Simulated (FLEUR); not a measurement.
## Cr: single point with PBEsol

Cr:

```
Cr
1.0
     2.71400    0.00000    0.00000
    -1.35700    2.35039    0.00000
     0.00000    0.00000    4.41000
Cr
2
Cartesian
  1.3866 0.7851 3.2815
  0.0005 1.5516 1.1229
```

This isn't the form of Cr at room conditions, which is bcc.

The cell isn't the ideal one: atoms moved at random, drawn with an rms of 0.05 Å.

```yaml
Program: FLEUR MaX-R8.1 (later development tree)
Task: single point
Functional: PBEsol
Potentials_or_basis: all-electron
Basis: FLAPW
Kmax: 4.26 1/bohr
k_mesh: 11 × 11 × 6
Occupations: fermi-dirac, width 0.05 eV
Spin: collinear spin, ferromagnetic start
Starting_moments: "[3.0, 3.0] μB"
Gmax: 13.2 1/bohr
Muffin-tin_radii: Cr 2.3 bohr
lmax: Cr 9
lnonsphr: Cr 9
Local_orbitals_a_species: Cr 5
Max_iterations: 60
Mixing_factor: 0.05
Mixer: Anderson
Mixer_history: 15
Density_convergence: 1e-05 me/bohr^3
```

The largest force is 0.128 eV/Å. The band gap on the k mesh is none (metal or under the smearing width), the net moment is 1.74 μB per cell and the site moments are Cr +0.79 μB. The valence electrons inside the program's atomic spheres are Cr 12.48 (radii Cr 2.3 bohr).

Forces on the atoms (eV/Å):
```
Cr   0.034  0.020  0.122
Cr  -0.034 -0.020 -0.122
```

Levels at points of the mesh, in eV from the Fermi level:
Spin up:
| k point | band 11 | band 12 | band 13 | band 14 | band 15 | band 16 | band 17 | band 18 | band 19 | band 20 |
| --- | --- | --- | --- | --- | --- | --- | --- | --- | --- | --- |
| (0.00, 0.00, 0.00) | -0.67 | -0.64 | -0.63 | -0.31 | -0.28 | 0.14 | 0.22 | 0.38 | 1.36 | 1.48 |
| (0.00, 0.00, 0.50) | -1.25 | -0.99 | -0.73 | -0.73 | -0.71 | -0.71 | 1.01 | 1.04 | 1.11 | 1.12 |
Spin down:
```
           k point  band 11  band 12  band 13  band 14  band 15  band 16
(0.00, 0.00, 0.00)    -0.01     0.06     0.08     0.43     0.48     0.68
(0.00, 0.00, 0.50)    -0.70    -0.42    -0.01     0.01     0.02     0.04
```

Core levels (eV from the Fermi level):
```csv
atom,levels
1 Cr,"1s1/2 -5870.8, 2s1/2 -664.6, 2p1/2 -564.3, 2p3/2 -555.6"
2 Cr,"1s1/2 -5870.8, 2s1/2 -664.6, 2p1/2 -564.3, 2p3/2 -555.6"
```

It took 18 min on 1 thread of Arm Neoverse V2, on a shared host, peak memory 0.12 GiB.
